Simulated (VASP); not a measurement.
# I (I4/mmm) in VASP: further runs

One crystal, I, is run at these levels: PW91+D3(BJ), PBE, BLYP+D3; tasks: relaxation of the atoms, single point.

Everything below comes from runs of VASP 6.6.1. Logs are shortened: lines on timing, memory, paths and dates and some standing lists are left out, and cuts for length are marked.

## 1. The structure

It takes space group I4/mmm (No. 139, tetragonal). The conventional cell has a = 3.235 Å, b = 3.235 Å, c = 8.530 Å, α = 90.00°, β = 90.00°, γ = 90.00°. I (site symmetry 4/mmm) has 4 I at 3.23 Å as nearest neighbours.

## 2. Relaxation of the atoms, PW91+D3(BJ), spin-orbit coupling, no magnetisation (cell strained at random at fixed volume)

File INCAR:

```
SYSTEM = I
PREC = Accurate
ENCUT = 500
EDIFF = 1E-6
ISMEAR = -1
SIGMA = 0.02
LREAL = .FALSE.
LASPH = .TRUE.
NELM = 100
ALGO = Normal
ISIF = 2
LWAVE = .FALSE.
LCHARG = .FALSE.
LNONCOLLINEAR = .TRUE.
MAGMOM = 0 0 0
LORBIT = 11
LSORBIT = .TRUE.
GGA_COMPAT = .FALSE.
GGA = 91
IVDW = 12
VDW_S6 = 1.0
VDW_S8 = 1.9598
VDW_A1 = 0.6319
VDW_A2 = 4.5718
IBRION = 2
NSW = 60
EDIFFG = -0.02
```

File KPOINTS:

```
regular mesh
0
G
  8 8 8
  0 0 0
```

File POSCAR:

```
I
1.0
   -1.6085750000      1.6409090000      4.2246120000
    1.6619270000     -1.5194240000      4.1987720000
    1.6495240000      1.5603740000     -4.1785380000
I
1
Cartesian
   -0.0022238774     -0.0071547955     -0.0022883289
```

Potentials or basis: VASP PAW PBE potentials, release 54 (I).

Command:

```bash
> cat potpaw_PBE.54/I/POTCAR > POTCAR
> mpirun -np 1 vasp_ncl > vasp.out
```

OUTCAR:

```text
SYSTEM = I
   PREC = Accurate
   ENCUT = 500
   EDIFF = 1E-6
   ISMEAR = -1
   LREAL = .FALSE.
   LASPH = .TRUE.
   NELM = 100
   ISIF = 2
   LNONCOLLINEAR = .TRUE.
   LORBIT = 11
   LSORBIT = .TRUE.
   GGA = 91
   IVDW = 12
   IBRION = 2
   NSW = 60
   EDIFFG = -0.02
 IVDW          = 12

 ion  position               nearest neighbor table
   1  0.998  0.999  0.997-

  LATTYP: Found a triclinic cell.
 ALAT       =     9.0984283629
 B/A-ratio  =     0.7302384684
 C/A-ratio  =     1.2013006000
 COS(alpha) =     0.0041893601
 COS(beta)  =     0.5058808794
 COS(gamma) =     0.8620663056

  Lattice vectors:

 A1 = (   0.0943010000,   3.3227680000,   8.4694580000)
 A2 = (  -1.5676260000,   4.8421920000,   4.2706860000)
 A3 = (   3.2829050000,  -6.2401310000,   8.3514700000)

Analysis of symmetry for initial positions (statically):
=====================================================================
 Subroutine PRICEL returns:
 Original cell was already a primitive cell.

 Routine SETGRP: Setting up the symmetry group for a
 triclinic supercell.

 Subroutine GETGRP returns: Found  2 space group operations
 (whereof  1 operations were pure point group operations)
 out of a pool of  2 trial point group operations.

The static configuration has the point symmetry C_1 .
 The point group associated with its full space group is S_2 .

Analysis of symmetry for dynamics (positions and initial velocities):
=====================================================================
 Subroutine PRICEL returns:
 Original cell was already a primitive cell.

 Routine SETGRP: Setting up the symmetry group for a
 triclinic supercell.

 Subroutine GETGRP returns: Found  2 space group operations
 (whereof  1 operations were pure point group operations)
 out of a pool of  2 trial point group operations.

The dynamic configuration has the point symmetry C_1 .
 The point group associated with its full space group is S_2 .

Analysis of structural, dynamic, and magnetic symmetry:
=====================================================================
 Subroutine PRICEL returns:
 Original cell was already a primitive cell.

 Routine SETGRP: Setting up the symmetry group for a
 triclinic supercell.

 Subroutine GETGRP returns: Found  2 space group operations
 (whereof  1 operations were pure point group operations)
[... 851 lines left out ...]
      1     -10.2601      1.00000
      2     -10.2601      1.00000
      3      -0.1635      1.00000
      4      -0.1635      1.00000
      5       0.7315      1.00000
      6       0.7315      1.00000
      7       2.4446      0.99999
      8       2.4446      0.99999
      9       8.6569      0.00000
     10       8.6569      0.00000
     11      11.2099      0.00000
     12      11.2099      0.00000
     13      11.9552      0.00000
     14      11.9552      0.00000

 [... further k-points ...]

------------------------ aborting loop because EDIFF is reached ----------------------------------------

 total charge

# of ion       s       p       d       tot
------------------------------------------
    1        1.553   2.608   0.024   4.185

 magnetization (x)

# of ion       s       p       d       tot
------------------------------------------
    1       -0.000  -0.000   0.000  -0.000

 magnetization (y)

# of ion       s       p       d       tot
------------------------------------------
    1        0.000  -0.000  -0.000  -0.000

 magnetization (z)

# of ion       s       p       d       tot
------------------------------------------
    1       -0.000   0.000  -0.000  -0.000

 Edisp (eV)   -0.19584

 E8    (eV) :    -0.1102

  FORCE on cell =-STRESS in cart. coord.  units (eV):
  Direction    XX          YY          ZZ          XY          YZ          ZX
  --------------------------------------------------------------------------------------
  -------------------------------------------------------------------------------------
  Total       0.04041    -0.35955    -0.16963    -0.01236    -0.01245    -0.00173
  in kB       1.45078   -12.90776    -6.08976    -0.44362    -0.44677    -0.06202
  external pressure =       -5.85 kB  Pullay stress =        0.00 kB

 VOLUME and BASIS-vectors are now :
 -----------------------------------------------------------------------------
  energy-cutoff  :      500.00
  volume of cell :       44.63
      direct lattice vectors                 reciprocal lattice vectors
    -1.608575000  1.640909000  4.224612000    -0.004541451  0.310788327  0.114263599
     1.661927000 -1.519424000  4.198772000     0.301336669 -0.005536827  0.116888382
     1.649524000  1.560374000 -4.178538000     0.298204324  0.308651547 -0.006340246

 POSITION                                       TOTAL-FORCE (eV/Angst)
 -----------------------------------------------------------------------------------
      1.70065      1.67470      4.24256        -0.000000     -0.000000      0.000000
 -----------------------------------------------------------------------------------
    total drift:                               -0.000000      0.000000      0.000000

  FREE ENERGIE OF THE ION-ELECTRON SYSTEM (eV)
  ---------------------------------------------------
  free  energy   TOTEN  =        -1.7766982521 eV

  energy  without entropy=       -1.7755494664  energy(sigma->0) =       -1.77612386

 reached required accuracy - stopping structural energy minimisation

 Spin-Orbit-Coupling matrix elements

 Ion:    1  E_soc:     -0.3486024
 l=   1
     0.0000000    -0.0560701    -0.0626284
    -0.0560701     0.0000000    -0.0553616
    -0.0626284    -0.0553616     0.0000000
 l=   2
     0.0000000     0.0000094     0.0000000     0.0000037    -0.0001044
     0.0000094     0.0000000    -0.0000390    -0.0000027    -0.0000401
     0.0000000    -0.0000390     0.0000000    -0.0000327     0.0000000
     0.0000037    -0.0000027    -0.0000327     0.0000000    -0.0000353
    -0.0001044    -0.0000401     0.0000000    -0.0000353     0.0000000
 l=   3
     0.0000000     0.0000000     0.0000000     0.0000000     0.0000000     0.0000000     0.0000000
     0.0000000     0.0000000     0.0000000     0.0000000     0.0000000     0.0000000     0.0000000
     0.0000000     0.0000000     0.0000000     0.0000000     0.0000000     0.0000000     0.0000000
     0.0000000     0.0000000     0.0000000     0.0000000     0.0000000     0.0000000     0.0000000
     0.0000000     0.0000000     0.0000000     0.0000000     0.0000000     0.0000000     0.0000000
     0.0000000     0.0000000     0.0000000     0.0000000     0.0000000     0.0000000     0.0000000
     0.0000000     0.0000000     0.0000000     0.0000000     0.0000000     0.0000000     0.0000000

 total charge

# of ion       s       p       d       tot
------------------------------------------
    1        1.553   2.608   0.024   4.185

 magnetization (x)

# of ion       s       p       d       tot
------------------------------------------
    1       -0.000  -0.000   0.000  -0.000

 magnetization (y)

# of ion       s       p       d       tot
------------------------------------------
    1        0.000  -0.000  -0.000  -0.000

 magnetization (z)

# of ion       s       p       d       tot
------------------------------------------
    1       -0.000   0.000  -0.000  -0.000
```

CONTCAR:

```text
I
   1.00000000000000
    -1.6085750000000001    1.6409090000000000    4.2246119999999996
     1.6619269999999999   -1.5194240000000001    4.1987719999999999
     1.6495240000000000    1.5603739999999999   -4.1785379999999996
  I
     1
Direct
     0.9975250000116489    0.9991019999952897    0.9971430000094372

  0.00000000E+00  0.00000000E+00  0.00000000E+00
```

It took 6.6 min on 1 thread of Intel Xeon Platinum 8488C (Sapphire Rapids), shared host; peak memory 0.51 GiB.

What came out:

| Property | Result |
| --- | --- |
| Free energy | -1.7767 eV |
| Pressure after relaxing | -0.6 GPa |
| Valence electrons inside the program's atomic spheres | I 4.18 |
| Dispersion energy per atom | -0.196 eV |

Final structure:
```
CELL_PARAMETERS angstrom
-1.60858 1.64091 4.22461
1.66193 -1.51942 4.19877
1.64952 1.56037 -4.17854
ATOMIC_POSITIONS crystal
I 0.99752 0.99910 0.99714
```

Caveat: the relaxation stopped at its first step, so nothing moved; the PAW data sets were made with another functional, which shifts forces and pressure a little.

## 3. Single point, PBE

File INCAR:

```
PREC = Accurate ; ENCUT = 520
EDIFF = 1E-6 ; ISMEAR = 0
SIGMA = 0.05 ; LREAL = False
LASPH = True ; NELM = 60
ALGO = Normal ; ISIF = 2
LWAVE = False ; LCHARG = True
GGA = PE ; LELF = True
LVHAR = True
```

File KPOINTS:

```
Automatic mesh
0
Gamma
  11 11 11
```

File POSCAR:

```
I
4.8395
   -0.334219650790      0.334219650790      0.881249715880
    0.334219650790     -0.334219650790      0.881249715880
    0.334219650790      0.334219650790     -0.881249715880
I
1
Direct
    0.0000000000      0.0000000000      0.0000000000
```

Potentials or basis: VASP PAW PBE potentials, release 64 (I).

Command:

```bash
> cat potpaw_PBE.64/I/POTCAR > POTCAR
> mpirun -np 1 vasp_std > vasp.out
```

OUTCAR:

```text
PREC = Accurate
   ENCUT = 520
   EDIFF = 1E-6
   ISMEAR = 0
   LREAL = False
   LASPH = True
   NELM = 60
   ISIF = 2
   GGA = PE

 ion  position               nearest neighbor table
   1  0.000  0.000  0.000-

  LATTYP: Found a body centered tetragonal cell.
 ALAT       =     3.2349120000
 C/A-ratio  =     2.6367381864

  Lattice vectors:

 A1 = (  -1.6174560000,   1.6174560000,   4.2648080000)
 A2 = (   1.6174560000,  -1.6174560000,   4.2648080000)
 A3 = (   1.6174560000,   1.6174560000,  -4.2648080000)

Analysis of symmetry for initial positions (statically):
=====================================================================
 Subroutine PRICEL returns:
 Original cell was already a primitive cell.

 Routine SETGRP: Setting up the symmetry group for a
 body centered tetragonal supercell.

 Subroutine GETGRP returns: Found 16 space group operations
 (whereof 16 operations were pure point group operations)
 out of a pool of 16 trial point group operations.

The static configuration has the point symmetry D_4h.

Analysis of symmetry for dynamics (positions and initial velocities):
=====================================================================
 Subroutine PRICEL returns:
 Original cell was already a primitive cell.

 Routine SETGRP: Setting up the symmetry group for a
 body centered tetragonal supercell.

 Subroutine GETGRP returns: Found 16 space group operations
 (whereof 16 operations were pure point group operations)
 out of a pool of 16 trial point group operations.

The dynamic configuration has the point symmetry D_4h.

 Subroutine INISYM returns: Found 16 space group operations
 (whereof 16 operations are pure point group operations),
 and found     1 'primitive' translations

----------------------------------------------------------------------------------------

                                     Primitive cell
[... 135 lines left out ...]
     AMIX_MAG =   1.60;   BMIX_MAG =  1.00
  volume/ion in A,a.u.               =      44.63       301.18
  Fermi-wavevector in a.u.,A,eV,Ry     =   0.882875  1.668392 10.605317  0.779469
  Thomas-Fermi vector in A             =   2.003566
   LORBIT       =      0    0 simple, 1 ext, 2 COOP (PROOUT), +10 PAW based schemes
   GGA     = PE    functional components
   LHFCALC =     F    Hartree Fock is set to
   AEXX    =    0.0000 exact exchange contribution
   IVDW    =     0    specifies the selected vdW correction
   LEPSILON=     F    determine dielectric tensor
   LRPA    =     F    only Hartree local field effects (RPA)
 non-spin polarized calculation
 Gauss-broadening in eV      SIGMA  =   0.05
  energy-cutoff  :      520.00
  volume of cell :       44.63
 maximum number of plane-waves:      1224
   NGX = 17   NGY = 17   NGZ = 17

 number of electron       6.9999999 magnetization

 Free energy of the ion-electron system (eV)
  ---------------------------------------------------
  ext. energy  EPLUGINS =         0.00000000
  ---------------------------------------------------
  free energy    TOTEN  =        -1.41817361 eV

  energy without entropy =       -1.41669760  energy(sigma->0) =       -1.41743561

 E-fermi :   2.7101     XC(G=0):  -7.7646

 val. band max:        2.7054900665   @ k =  -0.0909  -0.1818   0.0909
 cond. band min:       2.7177761238   @ k =  -0.2727  -0.2727   0.1818
 fundamental gap:      0.0122860573
 Fermi energy:         2.7100768199

 k-point     1 :       0.0000    0.0000    0.0000
  band No.  band energies     occupation
      1     -11.0878      2.00000
      2       0.3516      2.00000
      3       3.4848      0.00000
      4       3.4848      0.00000
      5       6.8721      0.00000
      6       9.9847      0.00000
      7      10.6356      0.00000
[... 381 lines left out ...]
 k-point    40 :       0.3636    0.0909    0.0909
  band No.  band energies     occupation
      1      -9.4605      2.00000
      2      -2.0530      2.00000
      3       1.2012      2.00000
      4       2.2440      2.00000
      5       8.0319      0.00000
      6      10.2717      0.00000
      7      12.2736      0.00000

 [... further k-points ...]

------------------------ aborting loop because EDIFF is reached ----------------------------------------

  FORCE on cell =-STRESS in cart. coord.  units (eV):
  Direction    XX          YY          ZZ          XY          YZ          ZX
  --------------------------------------------------------------------------------------
  -------------------------------------------------------------------------------------
  Total        0.0218205      0.0218205      0.0356989      0.0000000     -0.0000000      0.0000000
  in kB        0.7833402      0.7833402      1.2815655      0.0000000     -0.0000000      0.0000000
  external PRESSURE =       0.9494153 kB  Pullay stress =       0.0000000 kB

 VOLUME and BASIS-vectors are now :
 -----------------------------------------------------------------------------
  energy-cutoff  :      520.00
  volume of cell :       44.63
      direct lattice vectors                 reciprocal lattice vectors
    -1.617456000  1.617456000  4.264808000     0.000000000  0.309127420  0.117238572
     1.617456000 -1.617456000  4.264808000     0.309127420  0.000000000  0.117238572
     1.617456000  1.617456000 -4.264808000     0.309127420  0.309127420  0.000000000

 POSITION                                       TOTAL-FORCE (eV/Angst)
 -----------------------------------------------------------------------------------
      0.00000      0.00000      0.00000         0.000000      0.000000     -0.000000
 -----------------------------------------------------------------------------------
    total drift:                               -0.000000      0.000000      0.000000

  FREE ENERGIE OF THE ION-ELECTRON SYSTEM (eV)
  ---------------------------------------------------
  free  energy   TOTEN  =        -1.4181736145 eV

  energy  without entropy=       -1.4166975962  energy(sigma->0) =       -1.41743561
```

stdout:

```text
POSCAR found type information on POSCAR I
 POSCAR found :  1 types and       1 ions
 scaLAPACK will be used
 LDA part: xc-table for (Slater+PW92), standard interpolation
 POSCAR, INCAR and KPOINTS ok, starting setup
 FFT: planning ... GRIDC
 FFT: planning ... GRID_SOFT
 FFT: planning ... GRID
 WAVECAR not read
 entering main loop
```

Wall time 24 s (1 thread of Intel Xeon Platinum 8559C (Emerald Rapids), shared host); peak memory 0.21 GiB.

What came out:

- Free energy: -1.4182 eV
- Pressure: 0.1 GPa
- Band gap on the k mesh: none (metal or under the smearing width)

Caveat: an odd number of electrons without spin polarisation forces a metal; a magnetic or distorted state may lie lower. The run has no spin-orbit coupling, so splittings on I are missing.

(Continued in part 2 of 3.)
